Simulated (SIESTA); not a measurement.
ZnO (zincite) under changes of volume

One of the cells (11.900 Å³/atom); the others are scaled copies at fixed shape and fractional positions:

```
CELL_PARAMETERS angstrom
3.24931 0.00000 0.00000
-1.62465 2.81398 0.00000
0.00000 0.00000 5.20571
ATOMIC_POSITIONS crystal
Zn 0.66667 0.33333 0.00000
Zn 0.33333 0.66667 0.50000
O 0.33333 0.66667 0.87901
O 0.66667 0.33333 0.37901
```

```yaml
Program: SIESTA 5.4.2
Functional: APBE
Potentials_or_basis: PseudoDojo 0.4 standard (PBE files)
Basis: DZP (energy shift 0.002 Ry)
Grid_cutoff: 800 Ry
Energy_shift: 0.002 Ry
k_mesh: 9 × 9 × 5
Occupations: fermi-dirac, width 0.05 eV
Spin: no spin polarisation
```

```csv
volume (Å³/atom),energy over the lowest point (meV/atom),pressure (GPa),gap on the mesh (eV),largest force (eV/Å)
11.186,?,?,?,?
11.424,54.16,16.1,1.28,0.154
11.662,33.11,12.2,1.25,0.143
11.900,17.94,8.4,1.22,0.132
12.138,7.68,5.5,1.18,0.126
12.376,1.77,2.5,1.15,0.106
12.614,0.00,0.0,1.12,0.095
```

Question: What does the run at 11.186 Å³/atom give?

Answer: Energy over the lowest point 80.83 meV/atom; pressure 19.9 GPa; gap on the mesh 1.31 eV; largest force 0.160 eV/Å.

Worked out: A Birch-Murnaghan fit of order 3 (a polynomial in V^(-2/3)) to the other rows has its minimum at 12.62 Å³/atom, just outside them, with B0 = V·E''(V) = 124 GPa and B' = 5.5 at fixed shape and positions, which overstates the stiffness. It gives 81.53 meV/atom at 11.186 Å³/atom, against the run's 80.83, and -dE/dV = 20.8 GPa, against 19.9. A straight line through the other rows of the gap, of slope -1.64 eV per unit of ln V (its deformation potential), extrapolates to 1.32 eV, against the run's 1.31.

Energies are extrapolated to zero smearing.

Caveats: semicore shells carry a single zeta, which can move pressures by several GPa and volumes by a few percent; the valence orbitals were made in a potential fitted to the semicore shell under them, which widens gaps by tenths of an eV or more; the potentials were made for another functional, which shifts forces and pressure; an odd mesh through Γ misses points on the zone boundary, where band edges often lie; the basis of atomic orbitals isn't converged, which shifts pressures, moduli and gaps.
